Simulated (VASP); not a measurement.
# TiC (Fm-3m) in VASP: density of states with LDA

Aim: the density of states of TiC with LDA.

Everything below comes from runs of VASP 6.6.1. Logs are shortened: lines on timing, memory, paths and dates and some standing lists are left out, and cuts for length are marked.

## (1) The crystal as given

Symmetry: Fm-3m, No. 225, cubic system. Conventional cell: a = 4.265 Å, b = 4.265 Å, c = 4.265 Å, α = 90.00°, β = 90.00°, γ = 90.00°. Ti (site symmetry m-3m) is surrounded by 6 C at 2.13 Å. C (site symmetry m-3m) has 6 Ti at 2.13 Å as nearest neighbours.

The cell was built by a generator and needn't be a form met in nature.

## (2) Density of states, LDA

Input file POSCAR:

```
TiC                                     
1.0
    0.0000000000      2.1323808632      2.1323808632
    2.1323808632      0.0000000000      2.1323808632
    2.1323808632      2.1323808632      0.0000000000
  Ti              C             
     1     1
Direct
     0.0000000000000000    0.0000000000000000    0.0000000000000000
     0.5000000000000000    0.5000000000000000    0.5000000000000000
```

Input file INCAR.step1:

```
SYSTEM = TiC
PREC = Accurate
ENCUT = 520
EDIFF = 1E-7
ISMEAR = 1
SIGMA = 0.2
LREAL = .False.
LASPH = .True.
NELM = 100
ALGO = Normal
ISIF = 2
LWAVE = .False.
LCHARG = .True.
LMAXMIX = 4
GGA = CA
NBANDS = 15
KPAR = 4
```

Input file KPOINTS.step1:

```
regular mesh
0
Gamma
  18 18 18
  0 0 0
```

Input file INCAR.step2:

```
SYSTEM = TiC
PREC = Accurate
ENCUT = 520
EDIFF = 1E-7
ISMEAR = -5
SIGMA = 0.2
LREAL = .False.
LASPH = .True.
NELM = 100
ALGO = Normal
ISIF = 2
LWAVE = .False.
LCHARG = .False.
LMAXMIX = 4
GGA = CA
LORBIT = 11
NBANDS = 15
KPAR = 4
NEDOS = 1001
ICHARG = 11
```

Input file KPOINTS.step2:

```
regular mesh
0
Gamma
  27 27 27
  0 0 0
```

Potentials or basis: VASP PAW LDA potentials, release 64 (Ti_sv, C).

Started as:

```
$ cat potpaw_LDA.64/Ti_sv/POTCAR potpaw_LDA.64/C/POTCAR > POTCAR
$ cp INCAR.step1 INCAR
$ cp KPOINTS.step1 KPOINTS
$ mpirun -np 4 vasp_std > vasp.out
$ cp INCAR.step2 INCAR
$ cp KPOINTS.step2 KPOINTS
$ mpirun -np 4 vasp_std > vasp.out
```

OUTCAR:

```text
SYSTEM = TiC
   PREC = Accurate
   ENCUT = 520
   EDIFF = 1E-7
   ISMEAR = -5
   LREAL = .False.
   LASPH = .True.
   NELM = 100
   ISIF = 2
   GGA = CA
   LORBIT = 11
   ICHARG = 11

 ion  position               nearest neighbor table
   1  0.000  0.000  0.000-   2 2.13   2 2.13   2 2.13   2 2.13   2 2.13   2 2.13
   2  0.500  0.500  0.500-   1 2.13   1 2.13   1 2.13   1 2.13   1 2.13   1 2.13

  LATTYP: Found a face centered cubic cell.
 ALAT       =     4.2647617264

  Lattice vectors:

 A1 = (   0.0000000000,   2.1323808632,   2.1323808632)
 A2 = (   2.1323808632,   0.0000000000,   2.1323808632)
 A3 = (   2.1323808632,   2.1323808632,   0.0000000000)

Analysis of symmetry for initial positions (statically):
=====================================================================
 Subroutine PRICEL returns:
 Original cell was already a primitive cell.

 Routine SETGRP: Setting up the symmetry group for a
 face centered cubic supercell.

 Subroutine GETGRP returns: Found 48 space group operations
 (whereof 48 operations were pure point group operations)
 out of a pool of 48 trial point group operations.

The static configuration has the point symmetry O_h .

Analysis of symmetry for dynamics (positions and initial velocities):
=====================================================================
 Subroutine PRICEL returns:
 Original cell was already a primitive cell.

 Routine SETGRP: Setting up the symmetry group for a
 face centered cubic supercell.

 Subroutine GETGRP returns: Found 48 space group operations
 (whereof 48 operations were pure point group operations)
 out of a pool of 48 trial point group operations.

The dynamic configuration has the point symmetry O_h .

 Subroutine INISYM returns: Found 48 space group operations
 (whereof 48 operations are pure point group operations),
 and found     1 'primitive' translations

----------------------------------------------------------------------------------------

                                     Primitive cell

  volume of cell :      19.3921

  direct lattice vectors                    reciprocal lattice vectors
     0.000000000  2.132380863  2.132380863    -0.234479688  0.234479688  0.234479688
     2.132380863  0.000000000  2.132380863     0.234479688 -0.234479688  0.234479688
     2.132380863  2.132380863  0.000000000     0.234479688  0.234479688 -0.234479688

  length of vectors
     3.015641937  3.015641937  3.015641937     0.406130733  0.406130733  0.406130733

  position of ions in fractional coordinates (direct lattice)
     0.000000000  0.000000000  0.000000000
     0.500000000  0.500000000  0.500000000

  ion indices of the primitive-cell ions
   primitive index   ion index
                 1           1
                 2           2

----------------------------------------------------------------------------------------

 KPOINTS: regular mesh

Automatic generation of k-mesh.
 Grid dimensions read from file:
 generate k-points for:   27   27   27

 Generating k-lattice:

  Cartesian coordinates                     Fractional coordinates (reciprocal lattice)
    -0.008684433  0.008684433  0.008684433     0.037037037  0.000000000  0.000000000
     0.008684433 -0.008684433  0.008684433     0.000000000  0.037037037  0.000000000
     0.008684433  0.008684433 -0.008684433     0.000000000  0.000000000  0.037037037

  Length of vectors
     0.015041879  0.015041879  0.015041879

  Shift w.r.t. Gamma in fractional coordinates (k-lattice)
     0.000000000  0.000000000  0.000000000

 TETIRR: Found   2653 inequivalent tetrahedra from   118098

 Subroutine IBZKPT returns following result:
 ===========================================

 Found    560 irreducible k-points:

 Following reciprocal coordinates:
            Coordinates               Weight
  0.000000  0.000000  0.000000      1.000000
  0.037037  0.000000  0.000000      8.000000
  0.074074  0.000000  0.000000      8.000000
  0.111111  0.000000  0.000000      8.000000
  0.148148  0.000000  0.000000      8.000000
  0.185185  0.000000  0.000000      8.000000
[... 16 lines left out ...]
  0.333333  0.037037  0.000000     24.000000
  0.370370  0.037037  0.000000     24.000000
 [... further k-points ...]
   k-points           NKPTS =    560   k-points in BZ     NKDIM =    560   number of bands    NBANDS=     15
   number of dos      NEDOS =   1001   number of ions     NIONS =      2
   total plane-waves  NPLWV =  13824
   dimension x,y,z NGX =    24 NGY =   24 NGZ =   24
   dimension x,y,z NGXF=    48 NGYF=   48 NGZF=   48
   ions per type =               1   1
   NGX,Y,Z   is equivalent  to a cutoff of  13.23, 13.23, 13.23 a.u.
   NGXF,Y,Z  is equivalent  to a cutoff of  26.46, 26.46, 26.46 a.u.
 SYSTEM =  TiC
   PREC   = accura    normal or accurate (medium, high low for compatibility)
   ISTART =      0    job   : 0-new  1-cont  2-samecut
   ICHARG =     11    charge: 1-file 2-atom 10-const
   ISPIN  =      1    spin polarized calculation?
   LNONCOLLINEAR =      F non collinear calculations
   LSORBIT =      F    spin-orbit coupling
   LASPH  =      T    aspherical Exc in radial PAW
   ENCUT  =  520.0 eV  38.22 Ry    6.18 a.u.   5.61  5.61  5.61*2*pi/ulx,y,z
   NELM   =    100;   NELMIN=  2; NELMDL=  0     # of ELM steps
   EDIFF  = 0.1E-06   stopping-criterion for ELM
   LREAL  =      F    real-space projection
   EDIFFG = 0.1E-05   stopping-criterion for IOM
   NSW    =      0    number of steps for IOM
   IBRION =     -1    ionic relax: 0-MD 1-quasi-New 2-CG
   NFREE  =      0    steps in history (QN), initial steepest desc. (CG)
   ISIF   =      2    stress and relaxation
   ISYM   =      2    0-nonsym 1-usesym 2-fastsym
   POTIM  = 0.5000    time-step for ionic-motion
   TEBEG  =    0.0;   TEEND  =   0.0 temperature during run
   PSTRESS=    0.0 pullay stress
   NELECT =      16.0000    total number of electrons
   NUPDOWN=      -1.0000    fix difference up-down
   EMIN   =  10.00;   EMAX   =-10.00  energy-range for DOS
   EFERMI =   0.00;   METHOD = LEGACY
   ISMEAR =    -5;   SIGMA  =   0.20  broadening in eV -4-tet -1-fermi 0-gaus
   EFERMI_NEDOS =   21; number of points for ismear=-14 and -15
   IALGO  =     38    algorithm
   IMIX   =      4    mixing-type and parameters
     AMIX     =   0.40;   BMIX     =  1.00
     AMIX_MAG =   1.60;   BMIX_MAG =  1.00
  volume/ion in A,a.u.               =       9.70        65.43
  Fermi-wavevector in a.u.,A,eV,Ry     =   1.535465  2.901609 32.077832  2.357654
  Thomas-Fermi vector in A             =   2.642250
   LORBIT       =     11    0 simple, 1 ext, 2 COOP (PROOUT), +10 PAW based schemes
   GGA     = CA    functional components
   LHFCALC =     F    Hartree Fock is set to
   AEXX    =    0.0000 exact exchange contribution
   IVDW    =     0    specifies the selected vdW correction
   LEPSILON=     F    determine dielectric tensor
   LRPA    =     F    only Hartree local field effects (RPA)
 non-spin polarized calculation
 Fermi weights with tetrahedron method with Bloechl corrections
  energy-cutoff  :      520.00
  volume of cell :       19.39
 maximum number of plane-waves:       534

 number of electron      16.0000003 magnetization

 Free energy of the ion-electron system (eV)
  ---------------------------------------------------
  ext. energy  EPLUGINS =         0.00000000
  ---------------------------------------------------
  free energy    TOTEN  =       -20.53907113 eV

  energy without entropy =      -20.53907113  energy(sigma->0) =      -20.53907113

 E-fermi :   9.7984     XC(G=0): -13.2174

 val. band max:        9.8323583352   @ k =   0.1111   0.1111   0.0000
 cond. band min:       9.7788267723   @ k =   0.4444   0.4074   0.0000
 fundamental gap:     -0.0535315630
 Fermi energy:         9.7984395172

 k-point     1 :       0.0000    0.0000    0.0000
  band No.  band energies     occupation
      1     -45.9545      2.00000
      2     -22.3325      2.00000
      3     -22.3325      2.00000
      4     -22.3325      2.00000
      5      -2.6274      2.00000
      6      10.4387      0.00000
      7      10.4387      0.00000
      8      10.4387      0.00000
      9      11.5424      0.00000
     10      11.5424      0.00000
     11      11.5424      0.00000
     12      11.6049      0.00000
     13      11.6049      0.00000
     14      21.1000      0.00000
     15      24.0277      0.00000

 k-point     2 :       0.0370    0.0000    0.0000
  band No.  band energies     occupation
      1     -45.9532      2.00000
      2     -22.3411      2.00000
      3     -22.3333      2.00000
      4     -22.3333      2.00000
      5      -2.5940      2.00000
      6      10.2623      0.00000
      7      10.4001      0.00000
      8      10.4001      0.00000
      9      11.0454      0.00000
     10      11.0454      0.00000
     11      11.6480      0.00000
     12      12.1894      0.00000
     13      12.1894      0.00000
     14      21.1535      0.00000
     15      24.0522      0.00000

 k-point     3 :       0.0741    0.0000    0.0000
  band No.  band energies     occupation
      1     -45.9495      2.00000
      2     -22.3665      2.00000
      3     -22.3356      2.00000
      4     -22.3356      2.00000
      5      -2.4948      2.00000
      6       9.8501      0.83606
      7      10.1342     -0.25342
      8      10.1342     -0.13214
      9      10.8088      0.00000
     10      10.8088      0.00000
     11      11.8557      0.00000
     12      12.8371      0.00000
     13      12.8371      0.00000
     14      21.3035      0.00000
     15      24.1111      0.00000

 k-point     4 :       0.1111    0.0000    0.0000
  band No.  band energies     occupation
      1     -45.9434      2.00000
      2     -22.4069      2.00000
      3     -22.3393      2.00000
      4     -22.3393      2.00000
      5      -2.3319      2.00000
      6       9.3241      2.00736
      7       9.6618      1.93950
      8       9.6618      1.79770
      9      10.8539      0.00000
     10      10.8539      0.00000
     11      12.0664      0.00000
     12      13.5010      0.00000
     13      13.5010      0.00000
     14      21.5161      0.00000
     15      24.1701      0.00000
[... 307 lines left out ...]
 k-point    22 :       0.2963    0.0370    0.0000
  band No.  band energies     occupation
      1     -45.8959      2.00000
      2     -22.7088      2.00000
      3     -22.3763      2.00000
      4     -22.3654      2.00000
      5      -0.8578      2.00000
      6       6.3772      2.00000
      7       7.5971      2.00000
      8       7.7929      2.00000
      9      11.6589      0.00000
     10      11.9997      0.00000
     11      13.0186      0.00000
     12      16.1467      0.00000
     13      16.7775      0.00000
     14      21.0491      0.00000
     15      25.0704      0.00000

 k-point    23 :       0.3333    0.0370    0.0000
  band No.  band energies     occupation
      1     -45.8854      2.00000
      2     -22.7742      2.00000
      3     -22.3821      2.00000
      4     -22.3725      2.00000
      5      -0.4456      2.00000
      6       5.7696      2.00000
      7       7.3175      2.00000
      8       7.4893      2.00000
      9      11.9274      0.00000
     10      12.2451      0.00000
     11      13.2397      0.00000
     12      16.7001      0.00000
     13      17.2843      0.00000
     14      20.4635      0.00000
     15      25.5449      0.00000

 k-point    24 :       0.3704    0.0370    0.0000
  band No.  band energies     occupation
      1     -45.8760      2.00000
      2     -22.8321      2.00000
      3     -22.3868      2.00000
      4     -22.3792      2.00000
      5      -0.0213      2.00000
      6       5.1893      2.00000
      7       7.0925      2.00000
      8       7.2360      2.00000
      9      12.1893      0.00000
     10      12.4710      0.00000
     11      13.4757      0.00000
     12      17.2004      0.00000
     13      17.7079      0.00000
     14      19.8640      0.00000
     15      25.9530      0.00000

 [... further k-points ...]
[... 5 lines left out ...]
  --------------------------------------------------------------------------------------
  -------------------------------------------------------------------------------------
  Total       -0.0012500     -0.0012500     -0.0012500     -0.0000000     -0.0000000      0.0000000
  in kB       -0.1032763     -0.1032763     -0.1032763     -0.0000000     -0.0000000      0.0000000
  external PRESSURE =      -0.1032763 kB  Pullay stress =       0.0000000 kB

 VOLUME and BASIS-vectors are now :
 -----------------------------------------------------------------------------
  energy-cutoff  :      520.00
  volume of cell :       19.39
      direct lattice vectors                 reciprocal lattice vectors
     0.000000000  2.132380863  2.132380863    -0.234479688  0.234479688  0.234479688
     2.132380863  0.000000000  2.132380863     0.234479688 -0.234479688  0.234479688
     2.132380863  2.132380863  0.000000000     0.234479688  0.234479688 -0.234479688

 POSITION                                       TOTAL-FORCE (eV/Angst)
 -----------------------------------------------------------------------------------
      0.00000      0.00000      0.00000         0.000000      0.000000      0.000000
      2.13238      2.13238      2.13238         0.000000     -0.000000     -0.000000
 -----------------------------------------------------------------------------------
    total drift:                                0.000000     -0.000000     -0.000000

  FREE ENERGIE OF THE ION-ELECTRON SYSTEM (eV)
  ---------------------------------------------------
  free  energy   TOTEN  =       -20.5390711284 eV

  energy  without entropy=      -20.5390711284  energy(sigma->0) =      -20.53907113

 total charge

# of ion       s       p       d       tot
------------------------------------------
    1        2.211   6.274   2.041  10.526
    2        0.892   1.527   0.000   2.419
--------------------------------------------------
tot          3.104   7.801   2.041  12.946
```

It took 17 s on 4 MPI ranks of Intel Xeon 6975P-C (Granite Rapids), shared host; peak memory 0.25 GiB.

What came out:

```
Valence electrons inside the program's atomic spheres : Ti 10.53; C 2.42
```

States per cell in windows of 0.5 eV (zero at the Fermi level; states under -8 eV left out):
| from (eV) | total | Ti1_d | C2_p | Ti1_p | Ti1_s | C2_s | C2_d |
| --- | --- | --- | --- | --- | --- | --- | --- |
| -8.0 | 0.00 | 0.00 | 0.00 | 0.00 | 0.00 | 0.00 | 0.00 |
| -7.5 | 0.00 | 0.00 | 0.00 | 0.00 | 0.00 | 0.00 | 0.00 |
| -7.0 | 0.00 | 0.00 | 0.00 | 0.00 | 0.00 | 0.00 | 0.00 |
| -6.5 | 0.00 | 0.00 | 0.00 | 0.00 | 0.00 | 0.00 | 0.00 |
| -6.0 | 0.08 | 0.01 | 0.02 | 0.00 | 0.01 | 0.00 | 0.00 |
| -5.5 | 0.17 | 0.03 | 0.04 | 0.00 | 0.02 | 0.00 | 0.00 |
| -5.0 | 0.34 | 0.07 | 0.08 | 0.01 | 0.03 | 0.01 | 0.00 |
| -4.5 | 0.60 | 0.13 | 0.14 | 0.03 | 0.04 | 0.01 | 0.00 |
| -4.0 | 0.44 | 0.08 | 0.11 | 0.04 | 0.02 | 0.01 | 0.00 |
| -3.5 | 0.99 | 0.27 | 0.25 | 0.09 | 0.01 | 0.00 | 0.00 |
| -3.0 | 1.18 | 0.44 | 0.30 | 0.05 | 0.00 | 0.00 | 0.00 |
| -2.5 | 1.17 | 0.45 | 0.30 | 0.04 | 0.01 | 0.00 | 0.00 |
| -2.0 | 0.53 | 0.21 | 0.13 | 0.02 | 0.00 | 0.00 | 0.00 |
| -1.5 | 0.34 | 0.13 | 0.09 | 0.01 | 0.00 | 0.00 | 0.00 |
| -1.0 | 0.27 | 0.09 | 0.08 | 0.01 | 0.00 | 0.00 | 0.00 |
| -0.5 | 0.13 | 0.05 | 0.04 | 0.01 | 0.00 | 0.00 | 0.00 |
| 0.0 | 0.16 | 0.07 | 0.04 | 0.01 | 0.00 | 0.00 | 0.00 |
| 0.5 | 0.31 | 0.18 | 0.04 | 0.01 | 0.00 | 0.00 | 0.00 |
| 1.0 | 0.35 | 0.23 | 0.04 | 0.01 | 0.00 | 0.00 | 0.00 |
| 1.5 | 0.45 | 0.32 | 0.04 | 0.00 | 0.00 | 0.00 | 0.00 |
| 2.0 | 0.71 | 0.55 | 0.05 | 0.00 | 0.00 | 0.00 | 0.00 |
| 2.5 | 0.97 | 0.79 | 0.05 | 0.00 | 0.00 | 0.00 | 0.00 |
| 3.0 | 1.31 | 1.11 | 0.07 | 0.01 | 0.00 | 0.01 | 0.00 |
| 3.5 | 0.96 | 0.74 | 0.10 | 0.01 | 0.01 | 0.00 | 0.00 |
| 4.0 | 1.56 | 1.11 | 0.21 | 0.02 | 0.04 | 0.01 | 0.00 |
| 4.5 | 0.30 | 0.18 | 0.05 | 0.01 | 0.01 | 0.01 | 0.00 |
| 5.0 | 0.37 | 0.23 | 0.06 | 0.01 | 0.01 | 0.01 | 0.00 |
| 5.5 | 0.52 | 0.33 | 0.07 | 0.01 | 0.01 | 0.02 | 0.00 |
| 6.0 | 0.55 | 0.36 | 0.06 | 0.01 | 0.01 | 0.03 | 0.00 |
| 6.5 | 0.50 | 0.32 | 0.07 | 0.01 | 0.01 | 0.03 | 0.00 |
| 7.0 | 0.60 | 0.36 | 0.10 | 0.02 | 0.00 | 0.03 | 0.00 |
| 7.5 | 0.42 | 0.24 | 0.10 | 0.01 | 0.00 | 0.01 | 0.00 |

Caveat: tetrahedron occupations give inexact forces and stress in metals.
